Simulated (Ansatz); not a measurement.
An Ansatz input:

```yaml
crystal:
  lattice:
    - [2.324094762, 0.0, 0.0]
    - [0.0, 2.324094762, 0.0]
    - [0.0, 0.0, 2.324094762]
  atoms:
    - { symbol: Cr, position: [0.0, 0.0, 0.0], spin: 1.5 }
hamiltonian:
  xc: rpbe
  pseudopotentials:
    kind: paw
    azcp:
      Cr: "pseudopotentials/Cr.paw.azcp"
basis:
  ecutwfc: 420
  fft_grid_basis: typed
kpoints:
  mp_grid: { grid: [15, 15, 15], shift: [0, 0, 0] }
magnetization:
  spin_polarized: true
scf:
  occupations: { method: fermi_dirac, width: 0.05 }
  lower_state_search: "off"
output:
  stress: true
```

Output

```
Engine: ansatz 0.2.0, x86_64-unknown-linux-gnu
Pseudopotentials: kind: paw
Pseudopotential: Cr, paw, valence charge 14, recommended cutoff 420 eV (normal) 
Functional definition: RPBE
  parameter kappa = 0.804
  parameter beta = 0.06672455060314922
  exchange = rpbe_x(kappa = kappa, mu = beta*pi^2/3)
  correlation = pbe_c(beta = beta)
Crystal: 1 atoms, lattice volume = 12.553 Å³
Basis set: ecut = 420 eV, 251 PW (Γ)
Bands: 12, of which v1, the nominal top of the filled ones, is band 7 counted from 1 (6 counted from 0)
Symmetry: 48 space group operations
Space group: Pm-3m (ITA 221), of the structure as read, at distance tolerance 2.3e-5 Å
Magnetic group: BNS 221.92 (UNI 1594), of the structure as read, at distance tolerance 2.3e-5 Å
k-points: 120 of 3375
Non-local potential: Cr, projectors of the file, l = 0: 3, l = 1: 2, l = 2: 3, l = 3: 1
PAW form: soft (Blöchl's): semilocal exchange-correlation on the pseudo side does not see the compensation charge
PAW frozen core: Cr, regenerated for the run's functional, and the local potential with it (the file was generated under x = pbe(κ = 0.804, μ = 0.2195149727645171), c = pbe(β = 0.06672455060314922))
PAW one-centre angular grid: Cr, 590 points (default); XC on 64 Gauss nodes
Initial density: superposition of atomic densities (chi_scale 0.1, normalization cell)
Starting moments: Σ|m| = 1.5 μB on 1 of 1 site
Initial wavefunctions: pseudopotential atomic-orbital guess
Functional: x = rpbe, c = pbe(β = 0.06672455060314922)
SCF iter   1: F=—  HF=-3381.885179 eV  |F-HF|=—  |Δ(HF+E_count)|=         —  Δρ=1.82e-1 (↑1.82e-1 ↓4.98e-2)  dr2=3.50e0  dr2_m=1.07e0  M=0.544 μB ∫|m|=0.549 μB  β_m=0.30  ethr=3.10e-3  ⟨swp⟩=3.7  Hψ=13368  notcnv=0
SCF iter   2: F=—  HF=-3381.289056 eV  |F-HF|=—  |Δ(HF+E_count)|=   5.96e-1  Δρ=1.10e-1 (↑1.10e-1 ↓4.42e-2)  dr2=9.98e-1  dr2_m=5.36e-1  M=0.525 μB ∫|m|=0.532 μB  β_m=0.30  ethr=3.10e-3  ⟨swp⟩=2.9  Hψ=7297  notcnv=0  defer=102
SCF iter   3: F=—  HF=-3381.113360 eV  |F-HF|=—  |Δ(HF+E_count)|=   1.76e-1  Δρ=5.27e-2 (↑4.63e-2 ↓5.27e-2)  dr2=3.68e-2  dr2_m=2.58e-1  M=0.520 μB ∫|m|=0.527 μB  β_m=0.30  ethr=3.10e-3  ⟨swp⟩=2.7  Hψ=5355  notcnv=0  defer=102
SCF iter   4: F=—  HF=-3381.129773 eV  |F-HF|=—  |Δ(HF+E_count)|=   1.64e-2  Δρ=3.87e-2 (↑3.87e-2 ↓3.50e-2)  dr2=1.66e-3  dr2_m=1.56e-1  M=0.488 μB ∫|m|=0.495 μB  β_m=0.30  ethr=2.63e-4  ⟨swp⟩=2.3  Hψ=7305  notcnv=0  defer=67
SCF iter   5: F=—  HF=-3381.147262 eV  |F-HF|=—  |Δ(HF+E_count)|=   1.75e-2  Δρ=2.98e-2 (↑2.85e-2 ↓2.98e-2)  dr2=2.71e-4  dr2_m=9.80e-2  M=0.455 μB ∫|m|=0.462 μB  β_m=0.30  ethr=1.18e-5  ⟨swp⟩=2.3  Hψ=5172  notcnv=0  defer=67
SCF iter   6: F=—  HF=-3381.160069 eV  |F-HF|=—  |Δ(HF+E_count)|=   1.28e-2  Δρ=2.42e-2 (↑2.40e-2 ↓2.42e-2)  dr2=1.63e-5  dr2_m=6.68e-2  M=0.419 μB ∫|m|=0.425 μB  β_m=0.30  ethr=1.94e-6  ⟨swp⟩=2.0  Hψ=5443  notcnv=0  defer=67
...
SCF iter  16: F=—  HF=-3381.189558 eV  |F-HF|=—  |Δ(HF+E_count)|=   5.88e-6  Δρ=4.31e-5 (↑3.61e-5 ↓4.31e-5)  dr2=1.16e-8  dr2_m=1.76e-7  M=0.006 μB ∫|m|=0.006 μB  β_m=0.99  ethr=1.78e-10  ⟨swp⟩=4.0  Hψ=7990  notcnv=0
iter 17 did not close the SCF: its close was put off for a magnetic moment that had not settled (scf_convergence_deferred on its scf_iter line)
SCF iter  17: F=-3381.189559 eV  HF=-3381.189559 eV  |F-HF|=1.23e-9  |Δ(HF+E_count)|=   6.16e-7  Δρ=6.71e-6 (↑6.27e-6 ↓6.71e-6)  dr2=8.28e-11  dr2_m=4.79e-9  M=0.001 μB ∫|m|=0.001 μB  β_m=0.99  ethr=8.27e-11  ⟨swp⟩=4.0  Hψ=7903  notcnv=0
iter 18 did not close the SCF: its close was put off for a magnetic moment that had not settled (scf_convergence_deferred on its scf_iter line)
SCF iter  18: F=-3381.189559 eV  HF=-3381.189559 eV  |F-HF|=1.41e-10  |Δ(HF+E_count)|=   1.65e-8  Δρ=2.15e-6 (↑2.15e-6 ↓2.14e-6)  dr2=2.14e-12  dr2_m=5.26e-10  M=0.000 μB ∫|m|=0.000 μB  β_m=1.00  ethr=1.00e-12  ⟨swp⟩=1.0  Hψ=9088  notcnv=0
SCF iter  19: F=-3381.189559 eV  HF=-3381.189559 eV  |F-HF|=9.09e-13  |Δ(HF+E_count)|=   2.15e-9  Δρ=2.70e-7 (↑2.70e-7 ↓2.04e-7)  dr2=7.10e-13  dr2_m=6.38e-12  M=0.000 μB ∫|m|=0.000 μB  ethr=1.00e-12  ⟨swp⟩=1.0  Hψ=8415  notcnv=0
WARN: the starting moments were not kept: the SCF closed with an absolute magnetisation of 4.1e-5 μB, where they sum to 1.5 μB in size (1 site). That is at most 0.1 of that sum. Measured as dr2_m measures the in/out step, that magnetisation stands 1.5e-9 eV from none, at or under the dr2_threshold of 1.0e-7 eV: it is no larger than a step whose dr2_m would equal this threshold. The system may hold no moment; this SCF shows only that its start led to no more than that. To try another start: raise the starting moments (crystal.atoms[].spin, magnetization.per_species, magnetization.initial_magnetization, or on a non-collinear deck that types none of these the spinor_matrix: blocks that start its atoms; where the total moment is fixed, keep their sum and leave initial_magnetization as it is; typed ones take the place of any that the run laid by itself, positive ones on a crystal's lanthanoids without a Hubbard term where scf.initial_density.shell_occupations: [] is typed) or, if the notice of its spin-set hold's release reads "site moments contracting" or "site moments show no strong build", lengthen the hold (scf.mixing.spin_hold: { on: { confirm: 4 } }; for m-r²SCAN on two components see the key's manual first). Each may lead to a state that holds a moment. A second SCF, from the converged charge density, with the starting moments and any scf.initial_density.shell_occupations laid on it anew, would have followed, and was not run: the deck does not ask for one (magnetization.retry_lost_moments is false, the default). To let it run, set magnetization.retry_lost_moments: true and run the deck again, where that key's refused combinations let it; where memory then withholds it, that run's warning says so.
SCF 1 converged in 19 iterations: F = -3381.189559 eV  dr2 = 7.10e-13
SCF converged after 19 iterations
Magnetization: 0.0000 μB (7.0000 up, 7.0000 down)
Absolute magnetization: 0.0000 μB (∫|ρ↑−ρ↓|, with the PAW one-centre terms)
Spin contamination: 0.0000 ħ² per cell (⟨S²⟩ above its minimum at these occupations)
Per-site moments (μB) at R_I (Å): [(3.5904187868436926e-5, 0.958689089325)]
Free energy (F): -3381.189559 eV
Harris-Foulkes:  -3381.189559 eV  (|F-HF|=9.09e-13)
Internal energy: -3381.172823 eV  (E = F + TS)
E sigma→0 (E₀):  -3381.181191 eV
Entropy (-TS):   -0.016735 eV (-16.735 meV/atom)
Fermi energy:    17.793071 eV
--- Per-component energies (eV) ---
  E_band       = -165.320395
  E_kinetic    = 345.133848
  E_local      = -1315.304084  (includes V_loc(G=0)·N_el)
  E_nonlocal   = 80.696955
  E_hartree    = 572.683353
  E_xc         = -139.746797
  E_vxc        = -178.009856  (∫ρ·V_xc dr)
  E_paw        = -1201.809297  (= ΣΔE_a)
  E_vpaw       = -243.204387  (= ΣTr[D̂ρ^β])
  E_aug_tail   = 0.000384  (compensation charges beyond the density's cutoff)
  E_ewald      = -1722.776408
  E_core_change = -0.050776  (= ΣΔE_core)
  E_smearing   = -0.016735  (= −TS)
  E_closure    = 0.000000  (closes the sum)
  Σ components = -3381.189559   (vs F -3381.189559, Δ=0.00e0)
--- Stress (GPa, compression-positive) ---
        8.873546      -0.000000       0.000000
        0.000000       8.873546       0.000000
        0.000000       0.000000       8.873546
  P = ⅓ Tr σ = 8.8735 GPa (88.735 kbar)
```

Command:

```sh
ansatz run input.yaml --threads 2 --pin off --max-ram 5120MiB --backend cpu --events-out ev --progress --plain --runs-dir out
```

On 2 threads of AMD EPYC 9R45 (Zen 5) (shared host) this took about 1.4 s of wall time and 2.4 s of CPU time.
